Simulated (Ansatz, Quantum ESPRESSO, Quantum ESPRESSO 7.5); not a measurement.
**W(100) under a row of overlayers**

Aim: how a monolayer of each of several elements shifts the work function of W(100).

Method: plane-wave DFT, PBE, GBRV ultrasoft pseudopotentials (geometry by Ansatz 0.2.0 with PAW datasets; geometry under PBE), in Quantum ESPRESSO 7.5.

**What experiment says.**

“Anisotropic work function of elemental crystals” (2019, arxiv:1902.07811) quotes from earlier work for W (clean (100) face, which reconstructs): work function (clean (100) face, which reconstructs) 4.65 eV.

Most raw output is cut from this account.

## Step 1: Set-up

The cell holds 5 atoms: 5 W. Cell: a = 3.160 Å, b = 3.160 Å, c = 22.320 Å, α = 90.0°, β = 90.0°, γ = 90.0°. It derives from W. Vacuum lies along c.

This is the clean slab. Each overlayer is one atom a surface cell, set on the hollow site and held there by symmetry.

## Step 2: Relaxation with Ansatz, clean face

A relaxation in Ansatz fixes the structure of this slab for the runs on it.

Input file input.yaml:

```yaml
crystal:
  lattice:
    - [3.16, 0.0, 0.0]
    - [0.0, 3.16, 0.0]
    - [0.0, 0.0, 22.32]
  atoms:
    - { symbol: W, position: [0.0, 0.0, 0.3584229391] }
    - { symbol: W, position: [0.5, 0.5, 0.4292114695] }
    - { symbol: W, position: [0.0, 0.0, 0.5] }
    - { symbol: W, position: [0.5, 0.5, 0.5707885305] }
    - { symbol: W, position: [0.0, 0.0, 0.6415770609] }
kpoints:
  mp_grid: { grid: [8, 8, 1] }
hamiltonian:
  xc: pbe
scf:
  occupations: { method: fermi_dirac, width: 0.1 }
  convergence: { dr2_threshold: 1.0e-08 }
efield:
  axis: 3
  dipole_correction: true
  ramp_position: 0.97
  ramp_width: 0.04
relax:
  f_tol: 0.01
  constraints: [{ sites: [0, 1, 2] }]
output:
  write_potential: true
  write_density: true
  volumetric_format: npy
```

Started as:

```
$ ansatz run input.yaml --threads 4 --pin off --max-ram 8192MiB --backend cpu --events-out ev --progress --plain --runs-dir out
```

Run time: 25 s. Hardware: 4 threads of Intel Xeon at 2.70GHz, shared host; peak memory 0.58 GiB.

Step by step:

| step | energy less that of the first step (eV) | largest force component (eV/Å) |
| --- | --- | --- |
| 1 | 0.0000 | 1.6397 |
| 2 | 0.0885 | 2.4132 |
| 3 | -0.1183 | 0.1300 |
| 4 | -0.1190 | 0.0130 |
| 5 | -0.1190 | 0.0085 |

Relaxation step 2 was tried and not accepted.

The atoms that moved most (Å):

| atom | dx | dy | dz | length |
| --- | --- | --- | --- | --- |
| W5 | 0.000 | 0.000 | -0.088 | 0.088 |
| W4 | 0.000 | 0.000 | 0.064 | 0.064 |

Final coordinates:

```xyz
5
Lattice="3.1600 0.0000 0.0000 0.0000 3.1600 0.0000 0.0000 0.0000 22.3200" Properties=species:S:1:pos:R:3
W     0.0000    0.0000    8.0000
W     1.5800    1.5800    9.5800
W     0.0000    0.0000   11.1600
W     1.5800    1.5800   12.8043
W     0.0000    0.0000   14.2323
```

The relaxation lowers the energy by 24 meV an atom. Held were the atoms numbered 1, 2 and 3; the forces quoted are those on the free ones.

Numbers from this step:

| Property | Result |
| --- | --- |
| free energy | -51919.0622 eV |
| energy at zero smearing | -51918.9747 eV |
| smearing term TS | 0.1749 eV |
| Fermi energy | 5.420 eV |
| symmetry operations | 8 |
| work function of the upper face | 4.129 eV |
| work function of the lower face | 4.250 eV |
| dipole along the normal | 0.006656 e·Å |

## Step 3: Ground state, clean face

The effective screening medium with bc1 puts vacuum on both sides and removes the images along the normal. The slab must sit about z = 0, symmetry is kept, and the .esm1 file holds the planar potential.

Level of this step: plane-wave DFT, PBE, GBRV ultrasoft pseudopotentials (Quantum ESPRESSO 7.5).

Input file clean.esm.in:

```
&control
  prefix = 'clean.esm'
  outdir = './out'
  pseudo_dir = './pseudo'
  calculation = 'scf'
  tprnfor = .true.
/
&system
  ibrav = 0
  nat = 5
  ntyp = 1
  ecutwfc = 40
  ecutrho = 200
  occupations = 'smearing'
  smearing = 'mv'
  degauss = 0.02
  assume_isolated = 'esm'
  esm_bc = 'bc1'
/
&electrons
  conv_thr = 1e-07
  mixing_beta = 0.4
  electron_maxstep = 120
  mixing_mode = 'local-TF'
/
ATOMIC_SPECIES
  W   183.8400  w_pbe_v1.2.uspp.F.UPF
CELL_PARAMETERS angstrom
  3.16000000000000 0.00000000000000 0.00000000000000
  0.00000000000000 3.16000000000000 0.00000000000000
  0.00000000000000 0.00000000000000 22.32000000000000
ATOMIC_POSITIONS crystal
  W   0.000000000000 0.000000000000 -0.139612061172
  W   0.500000000000 0.500000000000 -0.068823530772
  W   0.000000000000 0.000000000000 0.001964999728
  W   0.500000000000 0.500000000000 0.075633152422
  W   0.000000000000 0.000000000000 0.139612061172
K_POINTS automatic
  8 8 1 0 0 0
```

Started as:

```
$ OMP_NUM_THREADS=1 mpirun -n 4 pw.x -nk 4 -in clean.esm.in > clean.esm.out
```

It took 96 s on 4 MPI ranks; peak memory 0.87 GiB; 6.4 min of CPU time.

Read from the output:

| Quantity | Value |
| --- | --- |
| free energy | -10820.7075 eV |
| Fermi energy | -4.191 eV |
| vacuum line at the lower end of the cell, over the Fermi level | 4.246 eV |
| vacuum line at the upper end of the cell, over the Fermi level | 4.135 eV |

The potential energy, planar mean oscillates, so the rows of the table below give means over windows of 1 Å about each position, cut where the curve ends. Its maxima inside the range that stand out by 2 % of the span (Å: eV): -2.3: -8.01, -0.7: -8.53, 0.8: -7.77, 2.4: -10.1. Its minima: -3.0: -10.2, -1.5: -10.7, 0.0: -10.7, 1.7: -10.9, 3.0: -10.6.

Electrostatic potential energy of an electron; zero at the Fermi level. Table of potential energy, planar mean by z; means over each step:

z (Å), potential energy, planar mean (eV) and a bar from the least value:
```
      -11        4.2 ##############################
      -10        4.2 ##############################
       -9        4.2 ##############################
       -8        4.2 ##############################
       -7        4.2 ##############################
       -6        4.2 ##############################
       -5        3.4 ############################
       -4       -2.3 #################
       -3       -9.4 ##
       -2       -9.2 ###
       -1       -9.4 ##
        0      -10.1 #
        1       -8.6 ####
        2      -10.5 
        3      -10.0 #
        4       -2.3 #################
        5        3.3 ############################
        6        4.0 ##############################
        7        4.1 ##############################
        8        4.1 ##############################
        9        4.1 ##############################
       10        4.1 ##############################
       11        4.1 ##############################
```

The vacuum levels are read from the outermost 0.7 Å of the cell on either side.

The run needed 25 iterations to bring the estimated error under 1e-07 Ry; the largest force on any atom, held or free, is 1.19 eV/Å.

Inside the slab this potential holds the local part of the pseudopotentials, which can be repulsive at the nuclei; only its value in the vacuum has a meaning of its own.

## Step 4: Projected density of states, clean face

projwfc.x splits the states by atom and orbital; the spilling says how much the atomic basis misses.

Input file clean.pdos.in:

```
&projwfc
  prefix = 'clean.esm'
  outdir = './out'
  filpdos = 'clean.pdos'
  Emin = -12.191
  Emax = -0.191
  DeltaE = 0.1
  ngauss = 0
  degauss = 0.01
/
```

Started as:

```
$ OMP_NUM_THREADS=1 mpirun -n 4 projwfc.x -in clean.pdos.in > clean.pdos.out
```

Run time: 3.1 s. Hardware: 4 MPI ranks; peak memory 0.34 GiB.

Numbers from this step:

- spilling of the projection: 9.00e-4

Projected DOS an atom over height of the atomic layer and energy from the Fermi level. Columns are the atomic layers from the bottom up.

Values in states/eV, 22 rows by 5 columns, each cell a mean:
```
1.75 0.74 1.03 0.66 1.40
1.70 0.52 0.80 0.42 1.35
1.63 0.40 0.58 0.40 1.58
2.10 0.36 0.53 0.33 1.87
2.04 0.76 0.50 0.68 2.02
1.01 0.64 0.40 0.59 0.84
0.94 0.86 0.91 0.86 0.93
1.43 1.28 1.34 1.17 1.33
1.21 1.07 1.19 1.01 1.16
1.40 1.75 1.52 1.78 1.36
0.69 1.29 1.04 1.40 0.91
0.39 0.69 0.76 0.74 0.42
1.07 1.73 1.22 1.55 0.98
0.65 0.86 0.76 1.01 0.84
0.39 0.82 1.14 0.89 0.47
0.24 0.64 0.89 0.67 0.28
0.24 0.54 0.70 0.56 0.28
0.16 0.32 0.41 0.34 0.18
0.12 0.20 0.24 0.21 0.13
0.05 0.09 0.10 0.09 0.06
0.06 0.15 0.20 0.15 0.07
0.01 0.02 0.03 0.03 0.01
```
Columns: height of the atomic layer (Å) from -3.12 to 3.12 (not evenly spaced); rows upwards: energy from the Fermi level (eV) from -8.00 to 1.30.

The atomic orbitals miss 0.1 % of the occupied states; for empty states the projections can miss much more.

## Step 5: Relaxation with Ansatz, O overlayer

Level of this step: plane-wave DFT, PBE, Ansatz PAW (Ansatz 0.2.0).

System of this step: W(100), 5 layers, one monolayer of O on hollow sites. The cell holds 6 atoms: 5 W and 1 O. Cell: a = 3.160 Å, b = 3.160 Å, c = 25.320 Å, α = 90.0°, β = 90.0°, γ = 90.0°. It derives from W. Vacuum lies along c.

input.yaml, the sections that differ from step 2:

```yaml
crystal:
  lattice:
    - [3.16, 0.0, 0.0]
    - [0.0, 3.16, 0.0]
    - [0.0, 0.0, 25.32]
  atoms:
    - { symbol: W, position: [0.0, 0.0, 0.3278041074] }
    - { symbol: W, position: [0.5, 0.5, 0.3902053712] }
    - { symbol: W, position: [0.0, 0.0, 0.4526066351] }
    - { symbol: W, position: [0.5, 0.5, 0.5150078989] }
    - { symbol: W, position: [0.0, 0.0, 0.5774091627] }
    - { symbol: O, position: [0.5, 0.5, 0.6053359708] }
# kpoints, hamiltonian, scf, efield, relax, output: as in step 2
```

Started as:

```
$ ansatz run input.yaml --threads 4 --pin off --max-ram 8192MiB --backend cpu --events-out ev --progress --plain --runs-dir out
```

The job ended after 22 s (4 threads; peak memory 0.66 GiB).

Step by step:

| step | energy less that of the first step (eV) | largest force component (eV/Å) |
| --- | --- | --- |
| 1 | 0.0000 | 0.5587 |
| 2 | -0.0090 | 0.3831 |
| 3 | -0.0160 | 0.0484 |
| 4 | -0.0160 | 0.0074 |

The atoms that moved most (Å):

| atom | dx | dy | dz | length |
| --- | --- | --- | --- | --- |
| W5 | 0.000 | 0.000 | -0.039 | 0.039 |
| W4 | 0.000 | 0.000 | 0.020 | 0.020 |
| O6 | 0.000 | 0.000 | -0.006 | 0.006 |

Final coordinates:

```xyz
6
Lattice="3.1600 0.0000 0.0000 0.0000 3.1600 0.0000 0.0000 0.0000 25.3200" Properties=species:S:1:pos:R:3
W     0.0000    0.0000    8.3000
W     1.5800    1.5800    9.8800
W     0.0000    0.0000   11.4600
W     1.5800    1.5800   13.0600
W     0.0000    0.0000   14.5809
O     1.5800    1.5800   15.3212
```

The relaxation lowers the energy by 3 meV an atom. Held were the atoms numbered 1, 2 and 3; the forces quoted are those on the free ones.

Read from the output:

- free energy: -52486.6017 eV
- energy at zero smearing: -52486.5124 eV
- smearing term TS: 0.1786 eV
- Fermi energy: 4.884 eV
- work function of the upper face: 3.743 eV
- work function of the lower face: 4.247 eV
- dipole along the normal: 0.02784 e·Å

## Step 6: SCF with pw.x, O overlayer

Level of this step: plane-wave DFT, PBE, GBRV ultrasoft pseudopotentials (Quantum ESPRESSO 7.5).

Input file O.esm.in:

```
&control
  prefix = 'O.esm'
  outdir = './out'
  pseudo_dir = './pseudo'
  calculation = 'scf'
  tprnfor = .true.
/
&system
  ibrav = 0
  nat = 6
  ntyp = 2
  ecutwfc = 40
  ecutrho = 200
  occupations = 'smearing'
  smearing = 'mv'
  degauss = 0.02
  assume_isolated = 'esm'
  esm_bc = 'bc1'
/
&electrons
  conv_thr = 1e-07
  mixing_beta = 0.4
  electron_maxstep = 120
  mixing_mode = 'local-TF'
/
ATOMIC_SPECIES
  W   183.8400  w_pbe_v1.2.uspp.F.UPF
  O   15.9990  o_pbe_v1.2.uspp.F.UPF
CELL_PARAMETERS angstrom
  3.16000000000000 0.00000000000000 0.00000000000000
  0.00000000000000 3.16000000000000 0.00000000000000
  0.00000000000000 0.00000000000000 25.32000000000000
ATOMIC_POSITIONS crystal
  W   0.000000000000 0.000000000000 -0.138649394096
  W   0.500000000000 0.500000000000 -0.076248130296
  W   0.000000000000 0.000000000000 -0.013846866396
  W   0.500000000000 0.500000000000 0.049344867767
  W   -0.000000000000 0.000000000000 0.109410991853
  O   0.500000000000 0.500000000000 0.138649394096
K_POINTS automatic
  8 8 1 0 0 0
```

Started as:

```
$ OMP_NUM_THREADS=1 mpirun -n 4 pw.x -nk 4 -in O.esm.in > O.esm.out
```

Run time: 2.2 min. Hardware: 4 MPI ranks; peak memory 1 GiB.

Read from the output:

- free energy: -11260.7567 eV
- Fermi energy: -3.992 eV
- vacuum line at the lower end of the cell, over the Fermi level: 4.271 eV
- vacuum line at the upper end of the cell, over the Fermi level: 3.713 eV

The potential energy, planar mean oscillates, so the rows of the table below give means over windows of 1.53 Å about each position, cut where the curve ends. Its maxima inside the range that stand out by 2 % of the span (Å: eV): -2.7: -8.02, -1.2: -8.61, 0.5: -8.57, 1.9: -9.68. Its minima: -3.4: -10.1, -1.9: -10.8, -0.3: -11.0, 1.3: -11.1, 3.3: -14.2.

Electrostatic potential energy of an electron; zero at the Fermi level. The potential energy, planar mean by z; means over each step:

| z (Å) | potential energy, planar mean (eV) |
| --- | --- |
| -11.89 | 4.27 |
| -10.37 | 4.27 |
| -8.84 | 4.27 |
| -7.31 | 4.25 |
| -5.78 | 3.80 |
| -4.25 | -3.81 |
| -2.72 | -9.21 |
| -1.19 | -9.71 |
| 0.34 | -9.75 |
| 1.87 | -10.7 |
| 3.40 | -9.87 |
| 4.93 | 3.15 |
| 6.46 | 3.71 |
| 7.99 | 3.71 |
| 9.52 | 3.71 |
| 11.05 | 3.71 |

The covered face stands at 3.71 eV against 4.14 eV when clean.

Inside the slab this potential holds the local part of the pseudopotentials, which can be repulsive at the nuclei; only its value in the vacuum has a meaning of its own.

## Step 7: Projected density of states, O overlayer

Input file O.pdos.in:

```
&projwfc
  prefix = 'O.esm'
  outdir = './out'
  filpdos = 'O.pdos'
  Emin = -11.992
  Emax = 0.008
  DeltaE = 0.1
  ngauss = 0
  degauss = 0.01
/
```

Started as:

```
$ OMP_NUM_THREADS=1 mpirun -n 4 projwfc.x -in O.pdos.in > O.pdos.out
```

Wall time 3.5 s (4 MPI ranks); peak memory 0.64 GiB; 12 s of CPU time.

Numbers from this step:

| Property | Result |
| --- | --- |
| spilling of the projection | 0.0012 |

Projected DOS an atom over height of the atomic layer and energy from the Fermi level. Columns are the atomic layers from the bottom up.

Values in states/eV, 22 rows by 6 columns, each cell a mean:
```
1.55 0.56 0.89 0.67 1.91 0.33
1.66 0.57 0.77 0.70 2.39 0.39
1.67 0.46 0.69 0.52 2.15 0.32
2.48 0.45 0.52 0.28 1.04 0.30
1.53 0.60 0.25 0.43 0.80 0.19
1.17 0.79 0.40 0.63 0.85 0.19
0.93 0.64 0.61 0.63 0.54 0.13
1.12 1.05 0.99 0.85 0.65 0.13
1.49 1.50 1.35 0.98 0.64 0.14
1.24 1.58 1.60 1.33 0.75 0.20
0.66 1.36 1.32 1.23 0.89 0.19
0.37 0.88 1.18 1.35 0.91 0.21
1.13 1.77 1.21 1.22 0.69 0.31
0.57 0.78 0.60 0.39 0.21 0.31
0.33 0.70 1.07 0.68 0.25 0.48
0.20 0.51 0.69 0.65 0.26 0.63
0.28 0.66 0.82 0.94 0.63 1.31
0.19 0.39 0.53 0.75 0.95 2.42
0.02 0.06 0.14 0.25 0.50 1.07
0.13 0.27 0.38 0.50 0.80 1.47
0.03 0.07 0.08 0.20 0.42 0.76
0.02 0.06 0.13 0.28 0.37 0.48
```
Columns: height of the atomic layer (Å) from -3.51 to 3.51 (not evenly spaced); rows upwards: energy from the Fermi level (eV) from -8.00 to 1.20.

The atomic orbitals miss 0.1 % of the occupied states; for empty states the projections can miss much more.

## Step 8: Relaxation with Ansatz, S overlayer

Level of this step: plane-wave DFT, PBE, Ansatz PAW (Ansatz 0.2.0).

System of this step: W(100), 5 layers, one monolayer of S on hollow sites. The cell holds 6 atoms: 5 W and 1 S. Cell: a = 3.160 Å, b = 3.160 Å, c = 25.320 Å, α = 90.0°, β = 90.0°, γ = 90.0°. It derives from W. Vacuum lies along c.

input.yaml, as its differences from the input of step 5:

```diff
@@ -11,3 +11,3 @@
     - { symbol: W, position: [0.0, 0.0, 0.5774091627] }
-    - { symbol: O, position: [0.5, 0.5, 0.6053359708] }
+    - { symbol: S, position: [0.5, 0.5, 0.6351319227] }
 kpoints:
```

Started as:

```
$ ansatz run input.yaml --threads 4 --pin off --max-ram 8192MiB --backend cpu --events-out ev --progress --plain --runs-dir out
```

Wall time 28 s (4 threads); peak memory 0.66 GiB; 98 s of CPU time.

Relaxation path:

| step | energy less that of the first step (eV) | largest force component (eV/Å) |
| --- | --- | --- |
| 1 | 0.0000 | 1.6678 |
| 2 | -0.2306 | 0.2609 |
| 3 | -0.2286 | 0.2224 |
| 4 | -0.2341 | 0.0289 |
| 5 | -0.2342 | 0.0007 |

Relaxation step 3 was tried and not accepted.

The atoms that moved most (Å):

| atom | dx | dy | dz | length |
| --- | --- | --- | --- | --- |
| S6 | 0.000 | 0.000 | -0.216 | 0.216 |
| W5 | 0.000 | 0.000 | 0.075 | 0.075 |
| W4 | 0.000 | 0.000 | -0.041 | 0.041 |

The relaxed structure:

```cif
data_structure
_symmetry_space_group_name_H-M 'P 1'
_symmetry_Int_Tables_number 1
_cell_length_a 3.1600
_cell_length_b 3.1600
_cell_length_c 25.3200
_cell_angle_alpha 90.000
_cell_angle_beta 90.000
_cell_angle_gamma 90.000
_cell_volume 252.84
loop_
_atom_site_label
_atom_site_type_symbol
_atom_site_fract_x
_atom_site_fract_y
_atom_site_fract_z
_atom_site_occupancy
W1 W 0.00000 0.00000 0.32780 1
W2 W 0.50000 0.50000 0.39021 1
W3 W 0.00000 0.00000 0.45261 1
W4 W 0.50000 0.50000 0.51340 1
W5 W 0.00000 0.00000 0.58039 1
S6 S 0.50000 0.50000 0.62659 1
```

The relaxation lowers the energy by 39 meV an atom. Held were the atoms numbered 1, 2 and 3; the forces quoted are those on the free ones.

Numbers from this step:

| Item | Value |
| --- | --- |
| free energy | -52823.6498 eV |
| energy at zero smearing | -52823.5691 eV |
| smearing term TS | 0.1614 eV |
| Fermi energy | 5.023 eV |
| work function of the upper face | 4.533 eV |
| work function of the lower face | 4.248 eV |
| dipole along the normal | -0.01576 e·Å |

## Step 9: Self-consistent run, S overlayer

Level of this step: plane-wave DFT, PBE, GBRV ultrasoft pseudopotentials (Quantum ESPRESSO 7.5).

Input file S.esm.in:

```
&control
  prefix = 'S.esm'
  outdir = './out'
  pseudo_dir = './pseudo'
  calculation = 'scf'
  tprnfor = .true.
/
&system
  ibrav = 0
  nat = 6
  ntyp = 2
  ecutwfc = 40
  ecutrho = 200
  occupations = 'smearing'
  smearing = 'mv'
  degauss = 0.02
  assume_isolated = 'esm'
  esm_bc = 'bc1'
/
&electrons
  conv_thr = 1e-07
  mixing_beta = 0.4
  electron_maxstep = 120
  mixing_mode = 'local-TF'
/
ATOMIC_SPECIES
  W   183.8400  w_pbe_v1.2.uspp.F.UPF
  S   32.0600  s_pbe_v1.4.uspp.F.UPF
CELL_PARAMETERS angstrom
  3.16000000000000 0.00000000000000 0.00000000000000
  0.00000000000000 3.16000000000000 0.00000000000000
  0.00000000000000 0.00000000000000 25.32000000000000
ATOMIC_POSITIONS crystal
  W   0.000000000000 0.000000000000 -0.149392599892
  W   0.500000000000 0.500000000000 -0.086991336092
  W   0.000000000000 0.000000000000 -0.024590072192
  W   0.500000000000 0.500000000000 0.036200617842
  W   0.000000000000 -0.000000000000 0.103191445366
  S   0.500000000000 0.500000000000 0.149392599892
K_POINTS automatic
  8 8 1 0 0 0
```

Started as:

```
$ OMP_NUM_THREADS=1 mpirun -n 4 pw.x -nk 4 -in S.esm.in > S.esm.out
```

Run time: 2.6 min. Hardware: 4 MPI ranks; peak memory 0.99 GiB; 11 min of CPU time.

Read from the output:

| Quantity | Value |
| --- | --- |
| free energy | -11151.0897 eV |
| Fermi energy | -4.398 eV |
| vacuum line at the lower end of the cell, over the Fermi level | 4.267 eV |
| vacuum line at the upper end of the cell, over the Fermi level | 4.530 eV |

The potential energy, planar mean oscillates, so the rows of the table below give means over windows of 1.64 Å about each position, cut where the curve ends. Its maxima inside the range that stand out by 2 % of the span (Å: eV): -3.0: -7.96, -1.4: -8.55, 0.1: -8.97, 1.8: -7.08. Its minima: -3.8: -10.1, -2.2: -10.7, -0.6: -10.8, 0.8: -10.7, 3.6: -14.7.

Electrostatic potential energy of an electron; zero at the Fermi level. Table of potential energy, planar mean by z; means over each step:

z (Å), potential energy, planar mean (eV) and a bar from the least value:
```
   -11.84        4.3 ##############################
   -10.20        4.3 ##############################
    -8.56        4.3 ##############################
    -6.92        4.2 #############################
    -5.28        1.7 #########################
    -3.64       -8.5 #######
    -2.00       -9.5 #####
    -0.36       -9.8 ####
     1.28       -9.0 ######
     2.92      -12.2 
     4.56       -2.2 ##################
     6.20        4.5 ##############################
     7.84        4.5 ##############################
     9.48        4.5 ##############################
    11.12        4.5 ##############################
```

The covered face stands at 4.53 eV against 4.14 eV when clean.

Inside the slab this potential holds the local part of the pseudopotentials, which can be repulsive at the nuclei; only its value in the vacuum has a meaning of its own.

[end of part 1 of 2]

[Logs are printed without paths, hosts, clocks, repeated set-up lines and the standing remarks that a program may print on its own settings, such as how far it seeks lower states.]

[Hosts, paths, dates, database ids (printed as entryN), source tags and the programs' standing remarks are cut or masked in the printed files.]

[Maps of the electrostatic potential energy from Ansatz leave out the sawtooth potential of an applied field or a dipole correction, so their vacuum need not be flat; planar profiles and work functions include it.]
